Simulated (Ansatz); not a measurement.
A 4-atom cell of AlN started from a crystallographic database: a relaxation of cell and atoms in Ansatz 0.2.0 (PBEsol). The starting cell comes from a relaxation with PBE.

```yaml
crystal:
  lattice:
    - [3.1302469295, 0.0, 0.0]
    - [-1.5651234647, 2.710873361, 0.0]
    - [0.0, 0.0, 5.0179926469]
  atoms:
    - { symbol: Al, position: [0.3333333333, 0.6666666667, -0.0007707944] }
    - { symbol: Al, position: [0.6666666667, 0.3333333333, 0.4992292056] }
    - { symbol: "N", position: [0.3333333333, 0.6666666667, 0.3807707944] }
    - { symbol: "N", position: [0.6666666667, 0.3333333333, 0.8807707944] }
kpoints:
  mp_grid: { grid: [12, 12, 6] }
hamiltonian:
  xc: pbesol
scf:
  occupations: { method: fermi_dirac, width: 0.02 }
relax:
  f_tol: 0.005
  cell: {}
```

Some lines of the output have been replaced by numbered gaps.
```
Pseudopotential: Al, paw, valence charge 3, recommended cutoff 420 eV (normal)
Pseudopotential: N, paw, valence charge 5, recommended cutoff 420 eV (normal)
Functional definition: PBEsol
  exchange = pbesol_x
  correlation = pbesol_c
Crystal: 4 atoms, lattice volume = 42.581 Å³
[1]
Bands: 12, of which v1, the nominal top of the filled ones, is band 8 counted from 1 (7 counted from 0)
Symmetry: 12 space group operations
Space group: P63mc (ITA 186)
[2]
preconditioner: auto → none  [insulator: Δε(μ)=3.875 eV  σ=0.020 eV  ℏωp=22.8 eV]
relax step 1: F+E_penalty+E_count = -1811.90887966 eV  max|allowed force component| = 2.124e-3 eV/Å  Δτ_max = 0.0000 Å  P = -3.366 GPa  Ω = 42.581 Å³
--- Relaxed structure (5 steps of the walk, 4 accepted, 2 SCFs on fresh bases) ---
[3]
```

Question: Fill in the blanks. They hold the relaxed structure, the count of irreducible k points, cutoff and plane waves at Γ.

Answer:
```
[1]
Basis set: ecut = 420 eV, 833 PW (Γ)
[2]
k-points: 76 of 864 (time reversal used)
[3]
  F+E_penalty+E_count = -1811.91663548 eV   max|allowed force component| = 1.167e-4 eV/Å
  cell:  # Å, volume = 41.8469 Å³
    - [3.113804, 0.000000, 0.000000]
    - [-1.556902, 2.696634, 0.000000]
    - [0.000000, 0.000000, 4.983678]
  atoms:
    - { symbol: Al, position: [0.333333, 0.666667, -0.000991] }
    - { symbol: Al, position: [0.666667, 0.333333, 0.499009] }
    - { symbol: N, position: [0.333333, 0.666667, 0.380991] }
    - { symbol: N, position: [0.666667, 0.333333, 0.880991] }
```
The trailing digits, and the zero of the energies, depend on the potentials and thresholds.

The walk took 5 steps and changed the volume by -1.7 %. The last SCF, on a fresh basis, lies 1.9 meV an atom below the first. At the end: it is hexagonal, P6_3mc (No. 186); conventional cell a = 3.114 Å, c = 4.984 Å, 10.46 Å³ an atom. Al is surrounded by 4 N at 1.89–1.90 Å; N is surrounded by 4 Al at 1.89–1.90 Å.

Command: `ansatz run input.yaml --threads 2 --pin off --max-ram 2211MiB --backend cpu --events-out ev --progress --plain --runs-dir out`. Wall time 4.1 s on 2 threads of AMD EPYC 9R45 96-Core Processor (Zen 5), with other jobs on the host; peak host memory 0.42 GiB.

(Simulation; spin polarisation is off.)
